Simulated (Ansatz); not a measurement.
**In: a relaxation**

Wanted: a converged relaxation for In, and a check of what comes out.

Computed with Ansatz 0.2.0 (DFT, PBEsol, PAW with Ansatz's default frozen-core files, scalar-relativistic; relaxation of cell and atoms, unless a step's input says otherwise).

2 further runs of the same task are left out: 2 that didn't finish.

### Step 1. The structure to begin with

Symmetry: I4/mmm, No. 139, tetragonal system. The conventional cell has a = 3.251 Å, b = 3.251 Å, c = 4.947 Å, α = 90.00°, β = 90.00°, γ = 90.00°. Around In (site symmetry 4/mmm) lie 12 In at 3.25 to 3.38 Å.

As a file:

```cif
data_structure
_symmetry_space_group_name_H-M 'I4/mmm'
_symmetry_Int_Tables_number 139
_cell_length_a 3.2509
_cell_length_b 3.2509
_cell_length_c 4.9474
_cell_angle_alpha 90.000
_cell_angle_beta 90.000
_cell_angle_gamma 90.000
_cell_volume 52.29
loop_
_atom_site_label
_atom_site_type_symbol
_atom_site_symmetry_multiplicity
_atom_site_Wyckoff_symbol
_atom_site_fract_x
_atom_site_fract_y
_atom_site_fract_z
_atom_site_occupancy
In1 In 2 a 0.00000 0.00000 0.00000 1
```

### Step 2. Input and run

input.yaml reads:

```yaml
crystal:
  lattice:
    - [-1.62547, 1.62547, 2.4737]
    - [1.62547, -1.62547, 2.4737]
    - [1.62547, 1.62547, -2.4737]
  atoms:
    - { symbol: In, position: [0.0, 0.0, 0.0] }
kpoints:
  mp_grid: { grid: [26, 26, 26] }
scf:
  occupations: { method: fermi_dirac, width: 0.08 }
  max_iter: 75
hamiltonian:
  xc: pbesol
  pseudopotentials: { kind: paw }
relax:
  f_tol: 0.002
  max_steps: 80
  cell: {}
output:
  forces: true
  stress: true
basis:
  ecutrho_ratio: 1
```

Started as:

```bash
$ ansatz run input.yaml --threads 1 --pin off --max-ram 2048MiB --backend cpu --events-out ev --progress --plain --runs-dir out
```

The program printed:

```text
Warning: basis.ecutrho_ratio = 1 (ecutrho = 420 eV) is below the records' recommended 1680 eV
settings of this run that can trade accuracy for cost: basis.ecutrho_ratio < 4. Do not mix this run's numbers with those of runs without the same settings; the input reference describes each key
Engine: ansatz 0.2.0
Pseudopotentials: kind: paw
Pseudopotential: In, paw, valence charge 13, recommended cutoff 420 eV (normal), In.paw.azcp
Functional definition: PBEsol
  exchange = pbesol_x
  correlation = pbesol_c
Crystal: 1 atoms, lattice volume = 26.144 Å³
Basis set: ecut = 420 eV, 533 PW (Γ), exchange–correlation on 36×36×36 points (8 copies of the dense FFT grid, shifted against one another)
Bands: 11, of which v1, the nominal top of the filled ones, is band 7 counted from 1 (6 counted from 0)
Symmetry: 16 space group operations
Space group: I4/mmm (ITA 139), of the structure as read, at distance tolerance 3.0e-5 Å
k-points: 1330 of 17576
Non-local potential: In, projectors of the file, l = 0: 2, l = 1: 2, l = 2: 2, l = 3: 2
PAW form: soft (Blöchl's): semilocal exchange-correlation on the pseudo side does not see the compensation charge
PAW frozen core: In, regenerated for the run's functional, and the local potential with it (the file was generated under x = pbe(κ = 0.804, μ = 0.2195149727645171), c = pbe(β = 0.06672455060314922))
PAW one-centre angular grid: In, 590 points (default); XC on 64 Gauss nodes
Initial density: superposition of atomic densities (neutral atoms: chi_scale 0, normalization atom), corrected by the library's trained network
Initial wavefunctions: pseudopotential atomic-orbital guess
Functional: x = pbesol(κ = 0.804, μ = 0.12345679012345678), c = pbesol(β = 0.046)
SCF iter   1: F=—  HF=-5525.414687 eV  |F-HF|=—  |Δ(HF+E_count)|=         —  Δρ=3.04e-3  dr2=2.26e-3  ethr=1.77e-3  ⟨swp⟩=4.9  Hψ=86178  notcnv=0
preconditioner: auto → none  [metal: Δε(μ)=0.007 eV  Ē_g=19.602 eV  σ=0.080 eV  W_gap=0.02  n_scr=8 (ndim 8)  ℏωp=26.2 eV  f_vac=0.000  D(μ)=0.45/eV (n_scr^D=0)  sad-step TF]
SCF iter   2: F=—  HF=-5525.413051 eV  |F-HF|=—  |Δ(HF+E_count)|=   1.64e-3  Δρ=1.19e-3  dr2=4.54e-4  ethr=1.73e-5  ⟨swp⟩=2.0  Hψ=31929  notcnv=0
SCF iter   3: F=—  HF=-5525.412867 eV  |F-HF|=—  |Δ(HF+E_count)|=   1.84e-4  Δρ=3.49e-4  dr2=1.57e-5  ethr=3.49e-6  ⟨swp⟩=2.0  Hψ=22751  notcnv=0  defer=3
SCF iter   4: F=—  HF=-5525.412877 eV  |F-HF|=—  |Δ(HF+E_count)|=   1.01e-5  Δρ=7.26e-5  dr2=1.21e-6  ethr=1.21e-7  ⟨swp⟩=2.0  Hψ=22279  notcnv=0  defer=3
iter 5 did not close the SCF: its close was put off for the readings that it lacked (scf_convergence_deferred on its scf_iter line)
SCF iter   5: F=-5525.412877 eV  HF=-5525.412877 eV  |F-HF|=3.31e-9  |Δ(HF+E_count)|=   5.49e-7  Δρ=5.32e-6  dr2=5.98e-9  ethr=9.28e-9  ⟨swp⟩=2.2  Hψ=22683  notcnv=0  defer=3
SCF iter   6: F=-5525.412877 eV  HF=-5525.412877 eV  |F-HF|=2.88e-10  |Δ(HF+E_count)|=   3.40e-9  Δρ=1.92e-6  dr2=4.83e-10  ethr=4.60e-11  ⟨swp⟩=1.7  Hψ=45724  notcnv=0
SCF 1 converged in 6 iterations: F = -5525.412877 eV  dr2 = 4.83e-10
relax step   1: F+E_penalty+E_count = -5525.41287687 eV  Δ(F+E_penalty+E_count) = +0.000e0 eV  max|allowed force component| = 0.000e0 eV/Å  Δτ_max = 0.0000 Å  P = -1.954 GPa  Ω = 26.144 Å³  (6 SCF iters, dr2 threshold 1.00e-7 eV, accepted)
Crystal: 1 atoms, lattice volume = 25.051 Å³
Basis set: ecut = 420 eV, 493 PW (Γ), exchange–correlation on 36×36×36 points (8 copies of the dense FFT grid, shifted against one another)
Initial density: handed on by an earlier stage of this run
Initial wavefunctions: those handed on with the density
iter 1 solved again at ethr=2.26e-6 eV; its pass at ethr=3.10e-3 eV (dr2=2.94e-4 eV) is discarded
SCF iter   1: F=—  HF=-5525.420210 eV  |F-HF|=—  |Δ(HF+E_count)|=         —  Δρ=9.90e-4  dr2=3.18e-4  ethr=2.26e-6  ⟨swp⟩=2.0  Hψ=128997  notcnv=0
preconditioner: auto → none  [metal: Δε(μ)=0.010 eV  Ē_g=19.905 eV  σ=0.080 eV  W_gap=0.03  n_scr=8 (ndim 8)  ℏωp=26.7 eV  f_vac=0.000  D(μ)=0.43/eV (n_scr^D=0)]
SCF iter   2: F=—  HF=-5525.420097 eV  |F-HF|=—  |Δ(HF+E_count)|=   1.13e-4  Δρ=5.19e-4  dr2=3.35e-5  ethr=2.26e-6  ⟨swp⟩=2.7  Hψ=24879  notcnv=0
SCF iter   3: F=—  HF=-5525.420108 eV  |F-HF|=—  |Δ(HF+E_count)|=   1.07e-5  Δρ=1.63e-4  dr2=4.02e-6  ethr=2.58e-7  ⟨swp⟩=1.0  Hψ=14630  notcnv=0
SCF iter   4: F=-5525.420108 eV  HF=-5525.420108 eV  |F-HF|=1.54e-9  |Δ(HF+E_count)|=   1.96e-7  Δρ=5.94e-6  dr2=7.46e-9  ethr=7.69e-10  ⟨swp⟩=4.0  Hψ=54077  notcnv=0
SCF 2 converged in 4 iterations: F = -5525.420108 eV  dr2 = 7.46e-9
relax step   2: F+E_penalty+E_count = -5525.42010768 eV  Δ(F+E_penalty+E_count) = -7.231e-3 eV  max|allowed force component| = 0.000e0 eV/Å  Δτ_max = 0.0000 Å  P = +0.033 GPa  Ω = 25.051 Å³  energy of the carried Pulay correction = +2.990e-4 eV  (4 SCF iters, dr2 threshold 1.00e-7 eV, accepted)
Crystal: 1 atoms, lattice volume = 25.063 Å³
iter 1 solved again at ethr=2.72e-8 eV; its pass at ethr=3.10e-3 eV (dr2=3.54e-6 eV) is discarded
SCF iter   1: F=—  HF=-5525.420171 eV  |F-HF|=—  |Δ(HF+E_count)|=         —  Δρ=6.31e-5  dr2=9.87e-7  ethr=2.72e-8  ⟨swp⟩=3.2  Hψ=125527  notcnv=0
preconditioner: auto → none  [metal: Δε(μ)=0.011 eV  Ē_g=19.926 eV  σ=0.080 eV  W_gap=0.04  n_scr=8 (ndim 8)  ℏωp=26.7 eV  f_vac=0.000  D(μ)=0.43/eV (n_scr^D=0)]
SCF iter   2: F=—  HF=-5525.420185 eV  |F-HF|=—  |Δ(HF+E_count)|=   1.45e-5  Δρ=3.09e-5  dr2=1.92e-7  ethr=7.59e-9  ⟨swp⟩=1.9  Hψ=19352  notcnv=0
SCF iter   3: F=-5525.420185 eV  HF=-5525.420185 eV  |F-HF|=5.92e-9  |Δ(HF+E_count)|=   7.60e-9  Δρ=6.29e-6  dr2=7.89e-9  ethr=4.14e-10  ⟨swp⟩=4.0  Hψ=45296  notcnv=0
SCF 3 converged in 3 iterations: F = -5525.420185 eV  dr2 = 7.89e-9
relax step   3: F+E_penalty+E_count = -5525.42018514 eV  Δ(F+E_penalty+E_count) = -7.746e-5 eV  max|allowed force component| = 0.000e0 eV/Å  Δτ_max = 0.0000 Å  P = +0.010 GPa  Ω = 25.063 Å³  energy of the carried Pulay correction = +2.933e-4 eV  (3 SCF iters, dr2 threshold 5.38e-8 eV, accepted)
[... 9 lines left out ...]
relax step   4: F+E_penalty+E_count = -5525.42047461 eV  Δ(F+E_penalty+E_count) = -2.895e-4 eV  max|allowed force component| = 0.000e0 eV/Å  Δτ_max = 0.0000 Å  P = +0.024 GPa  Ω = 25.065 Å³  energy of the carried Pulay correction = +2.758e-4 eV  (4 SCF iters, dr2 threshold 5.49e-8 eV, accepted)
[... 10 lines left out ...]
relax step   5: F+E_penalty+E_count = -5525.42054444 eV  Δ(F+E_penalty+E_count) = -6.984e-5 eV  max|allowed force component| = 0.000e0 eV/Å  Δτ_max = 0.0000 Å  P = +0.004 GPa  Ω = 25.077 Å³  energy of the carried Pulay correction = +2.651e-4 eV  (5 SCF iters, accepted)
[... 10 lines left out ...]
relax step   6: F+E_penalty+E_count = -5525.42093212 eV  Δ(F+E_penalty+E_count) = -3.877e-4 eV  max|allowed force component| = 0.000e0 eV/Å  Δτ_max = 0.0000 Å  P = -0.056 GPa  Ω = 25.108 Å³  energy of the carried Pulay correction = +2.306e-4 eV  (5 SCF iters, dr2 threshold 9.87e-9 eV, accepted)
[... 8 lines left out ...]
relax step   7: F+E_penalty+E_count = -5525.42093252 eV  Δ(F+E_penalty+E_count) = -4.051e-7 eV  max|allowed force component| = 0.000e0 eV/Å  Δτ_max = 0.0000 Å  P = -0.004 GPa  Ω = 25.082 Å³  energy of the carried Pulay correction = +2.426e-4 eV  (4 SCF iters, dr2 threshold 1.02e-8 eV, rejected (line search))
[... 9 lines left out ...]
relax step   8: F+E_penalty+E_count = -5525.42095021 eV  Δ(F+E_penalty+E_count) = -1.809e-5 eV  max|allowed force component| = 0.000e0 eV/Å  Δτ_max = 0.0000 Å  P = +0.029 GPa  Ω = 25.066 Å³  energy of the carried Pulay correction = +2.441e-4 eV  (5 SCF iters, accepted)
Basis set: ecut = 420 eV, 531 PW (Γ), exchange–correlation on 32×32×32 points (8 copies of the dense FFT grid, shifted against one another)
Initial wavefunctions: pseudopotential atomic-orbital guess (no wavefunctions were taken with the density)
iter 1 solved again at ethr=5.45e-8 eV; its pass at ethr=3.10e-3 eV (dr2=7.09e-6 eV) is discarded
SCF iter   1: F=—  HF=-5525.420377 eV  |F-HF|=—  |Δ(HF+E_count)|=         —  Δρ=9.07e-5  dr2=4.29e-7  ethr=5.45e-8  ⟨swp⟩=3.4  Hψ=127097  notcnv=0
preconditioner: auto → none  [metal: Δε(μ)=0.007 eV  Ē_g=19.919 eV  σ=0.080 eV  W_gap=0.02  n_scr=8 (ndim 8)  ℏωp=26.7 eV  f_vac=0.000  D(μ)=0.41/eV (n_scr^D=0)]
SCF iter   2: F=—  HF=-5525.420387 eV  |F-HF|=—  |Δ(HF+E_count)|=   9.83e-6  Δρ=4.38e-5  dr2=1.03e-7  ethr=3.30e-9  ⟨swp⟩=2.0  Hψ=23490  notcnv=0
SCF iter   3: F=—  HF=-5525.420387 eV  |F-HF|=—  |Δ(HF+E_count)|=   1.73e-7  Δρ=7.73e-6  dr2=5.46e-9  ethr=7.95e-10  ⟨swp⟩=2.5  Hψ=19860  notcnv=0
SCF iter   4: F=—  HF=-5525.420387 eV  |F-HF|=—  |Δ(HF+E_count)|=   3.01e-9  Δρ=9.63e-7  dr2=7.85e-11  ethr=4.20e-11  ⟨swp⟩=2.0  Hψ=23267  notcnv=0
SCF iter   5: F=-5525.420387 eV  HF=-5525.420387 eV  |F-HF|=1.82e-12  |Δ(HF+E_count)|=  1.11e-10  Δρ=1.01e-7  dr2=8.73e-13  ethr=1.00e-12  ⟨swp⟩=5.7  Hψ=56036  notcnv=0
SCF 9 converged in 5 iterations: F = -5525.420387 eV  dr2 = 8.73e-13
relax step   9: F+E_penalty+E_count = -5525.42038727 eV  Δ(F+E_penalty+E_count) = +5.629e-4 eV  max|allowed force component| = 0.000e0 eV/Å  Δτ_max = 0.0000 Å  P = +0.022 GPa  Ω = 25.066 Å³  stress off target by 4.58e-2 GPa  SCF on the basis re-selected at this cell (its energy is not comparable with the rows above)  (5 SCF iters)
basis re-selected at this cell: Δ(F+E_penalty+E_count) = +5.629e-4 eV, ΔP = -0.008 GPa vs the last step (what re-selecting the basis moved, of the pressure what is left beyond the Pulay correction that the steps carried, after the strain that the cell walked since its last selection, with what the two solves' SCF thresholds leave and, on support functions, any second-order correction that the steps lacked; it is no measure of the basis error at this ecutwfc). The dense FFT grid was sized anew with the basis: this SCF ran on 16×16×16 points, the steps before it on 18×18×18, so part of this shift can come from that change (see relax.cell in the input reference). This SCF's stress stands 4.58e-2 GPa from its target on what of the cell is left free (relax.cell.stress_tol is 5.00e-2 GPa) and its largest allowed force component is 0.00e0 eV/Å (relax.f_tol is 2.00e-3 eV/Å): within both
SCF converged after 5 iterations
Free energy (F): -5525.420387 eV
Harris-Foulkes:  -5525.420387 eV  (|F-HF|=1.82e-12)
Internal energy: -5525.411554 eV  (E = F + TS)
E sigma→0 (E₀):  -5525.415971 eV
Entropy (-TS):   -0.008833 eV (-8.833 meV/atom)
Fermi energy:    10.730953 eV
--- Per-component energies (eV) ---
  E_band       = -17.464499
  E_kinetic    = 242.219589
  E_local      = -1049.625813  (includes V_loc(G=0)·N_el)
  E_nonlocal   = 367.342209
  E_hartree    = 411.033019
  E_xc         = -214.398269
  E_vxc        = -100.886740  (∫ρ·V_xc dr)
  E_paw        = -4081.387387  (= ΣΔE_a)
  E_vpaw       = -298.587045  (= ΣTr[D̂ρ^β])
  E_aug_tail   = 0.007265  (compensation charges beyond the density's cutoff)
  E_ewald      = -1200.838068
  E_core_change = 0.235902  (= ΣΔE_core)
  E_smearing   = -0.008833  (= −TS)
  E_closure    = 0.000000  (closes the sum)
  Σ components = -5525.420387   (vs F -5525.420387, Δ=0.00e0)
--- Forces (eV/Å), atoms counted from 1 ---
  atom   1  In    -0.00000000     0.00000000     0.00000000
  max |Σ_I F_I| component: 2.78e-28 eV/Å
--- Stress (GPa, compression-positive) ---
        0.045805       0.000000       0.000000
        0.000000       0.045805       0.000000
       -0.000000       0.000000      -0.025854
  P = ⅓ Tr σ = 0.0219 GPa (0.219 kbar)
--- Relaxed structure (8 steps of the walk, 7 accepted, 1 SCFs on fresh bases) ---
  F+E_penalty+E_count = -5525.42038727 eV   max|allowed force component| = 0.000e0 eV/Å   (the final SCF, on the basis selected at the relaxed cell)
  cell:  # Å, volume = 25.0663 Å³
    - [-1.640096401479355, 1.640096401479355, 2.329656442025502]
    - [1.640096401479355, -1.640096401479355, 2.329656442025502]
    - [1.640096401479355, 1.640096401479355, -2.329656442025502]
  atoms:
    - { symbol: In, position: [0.0, 0.0, 0.0] }
settings of this run that can trade accuracy for cost: basis.ecutrho_ratio < 4. Do not mix this run's numbers with those of runs without the same settings; the input reference describes each key
```

Run time: 2.8 min. Hardware: 1 thread of Intel Xeon Platinum 8488C (Sapphire Rapids), shared host; peak memory 0.85 GiB.

### Step 3. Checking the result

The run converged and reported no error, with warnings (cutoff below recommended). Its log warns: «basis.ecutrho_ratio = 1 (ecutrho = 420 eV) is below the records' recommended 1680 eV»

The suspect setting: basis.ecutrho_ratio is 1. The grid or cutoff for the density and potential is too coarse for the wavefunction basis: a density holds Fourier components up to twice the waves' wavevector.

Run again and compare: delete basis.ecutrho_ratio (the default then holds).

### Step 4. A check with that setting changed

Besides the cure, the input differs in scf.max_iter.

Edit input.yaml of step 2 so:

```diff
@@ -11,3 +11,2 @@
   occupations: { method: fermi_dirac, width: 0.08 }
-  max_iter: 75
 hamiltonian:
@@ -22,3 +21 @@
   stress: true
-basis:
-  ecutrho_ratio: 1
```

Started as:

```bash
$ ansatz run input.yaml --threads 1 --pin off --max-ram 2048MiB --backend cpu --events-out ev --progress --plain --runs-dir out
```

From the output:

```text
[...]
Basis set: ecut = 420 eV, 533 PW (Γ), exchange–correlation on 48×48×48 points (8 copies of the dense FFT grid, shifted against one another)
[...]
k-points: 1330 of 17576
[...]
SCF iter   1: F=—  HF=-5525.412708 eV  |F-HF|=—  |Δ(HF+E_count)|=         —  Δρ=3.07e-3  dr2=2.40e-3  ethr=1.77e-3  ⟨swp⟩=5.0  Hψ=86244  notcnv=0
preconditioner: auto → none  [metal: Δε(μ)=0.009 eV  Ē_g=19.589 eV  σ=0.080 eV  W_gap=0.03  n_scr=8 (ndim 8)  ℏωp=26.2 eV  f_vac=0.000  D(μ)=0.45/eV (n_scr^D=0)  sad-step TF]
SCF iter   2: F=—  HF=-5525.411039 eV  |F-HF|=—  |Δ(HF+E_count)|=   1.67e-3  Δρ=1.24e-3  dr2=5.15e-4  ethr=1.85e-5  ⟨swp⟩=1.8  Hψ=30325  notcnv=0
[...]
relax step   1: F+E_penalty+E_count = -5525.41082286 eV  Δ(F+E_penalty+E_count) = +0.000e0 eV  max|allowed force component| = 0.000e0 eV/Å  Δτ_max = 0.0000 Å  P = -0.943 GPa  Ω = 26.144 Å³  (6 SCF iters, dr2 threshold 1.00e-7 eV, accepted)
[...]
Basis set: ecut = 420 eV, 517 PW (Γ), exchange–correlation on 48×48×48 points (8 copies of the dense FFT grid, shifted against one another)
[...]
relax step   2: F+E_penalty+E_count = -5525.41269008 eV  Δ(F+E_penalty+E_count) = -1.867e-3 eV  max|allowed force component| = 0.000e0 eV/Å  Δτ_max = 0.0000 Å  P = -0.086 GPa  Ω = 25.612 Å³  energy of the carried Pulay correction = +1.261e-4 eV  (4 SCF iters, 
[...]
relax step   3: F+E_penalty+E_count = -5525.41271868 eV  Δ(F+E_penalty+E_count) = -2.861e-5 eV  max|allowed force component| = 0.000e0 eV/Å  Δτ_max = 0.0000 Å  P = +0.005 GPa  Ω = 25.559 Å³  energy of the carried Pulay correction = +1.389e-4 eV  (3 SCF iters, 
[...]
relax step   4: F+E_penalty+E_count = -5525.41272127 eV  Δ(F+E_penalty+E_count) = -2.586e-6 eV  max|allowed force component| = 0.000e0 eV/Å  Δτ_max = 0.0000 Å  P = +0.007 GPa  Ω = 25.557 Å³  energy of the carried Pulay correction = +1.393e-4 eV  (4 SCF iters, 
[...]
relax step   5: F+E_penalty+E_count = -5525.41274294 eV  Δ(F+E_penalty+E_count) = -2.167e-5 eV  max|allowed force component| = 0.000e0 eV/Å  Δτ_max = 0.0000 Å  P = +0.015 GPa  Ω = 25.552 Å³  energy of the carried Pulay correction = +1.412e-4 eV  (5 SCF iters, 
[...]
SCF iter   4: F=—  HF=-5525.412599 eV  |F-HF|=—  |Δ(HF+E_count)|=  7.45e-10  Δρ=5.22e-7  dr2=2.42e-11  ethr=6.34e-12  ⟨swp⟩=2.0  Hψ=22693  notcnv=0
SCF iter   5: F=-5525.412599 eV  HF=-5525.412599 eV  |F-HF|=9.09e-13  |Δ(HF+E_count)|=  1.18e-11  Δρ=1.85e-8  dr2=2.97e-14  ethr=1.00e-12  ⟨swp⟩=5.0  Hψ=48246  notcnv=0
[...]
relax step   6: F+E_penalty+E_count = -5525.41259939 eV  Δ(F+E_penalty+E_count) = +1.435e-4 eV  max|allowed force component| = 0.000e0 eV/Å  Δτ_max = 0.0000 Å  P = +0.015 GPa  Ω = 25.552 Å³  stress off target by 1.81e-2 GPa  SCF on the basis re-selected at thi
[...]
SCF converged after 5 iterations
Free energy (F): -5525.412599 eV
[...]
E sigma→0 (E₀):  -5525.408066 eV
[...]
Fermi energy:    10.421737 eV
[...]
  P = ⅓ Tr σ = 0.0150 GPa (0.150 kbar)
--- Relaxed structure (5 steps of the walk, 5 accepted, 1 SCFs on fresh bases) ---
[...]
```

Wall time 70 s (1 thread of Intel Xeon Platinum 8488C (Sapphire Rapids), shared host); peak memory 0.74 GiB.

| run | ending | energy change | pressure (GPa) | gap (eV) | force (eV/Å) | cycles | time |
| --- | --- | --- | --- | --- | --- | --- | --- |
| first try | converged | -7.8 meV/atom | 0.0 | 0.00 | 0.00 | 41 | 2.8 min |
| second try | converged | 0 | 0.0 | 0.00 | 0.00 | 27 | 70 s |

### Step 5. Summary of results

```
                           quantity                      value
                          first try                  converged
                 fault in the input    density grid too coarse
                         second try                  converged
energy (zero set by the potentials)              -5525.4126 eV
                           pressure                   0.01 GPa
                    gap on the mesh  none (metal on this mesh)
                      largest force                 0.000 eV/Å
```

**Reading.** Both runs converge, but the first lies -7.8 meV/atom from the second; on mending, the final volume goes from 25.07 to 25.55 Å³. The second, on usual settings, is the one to trust of the two, though its own convergence isn't tested here.
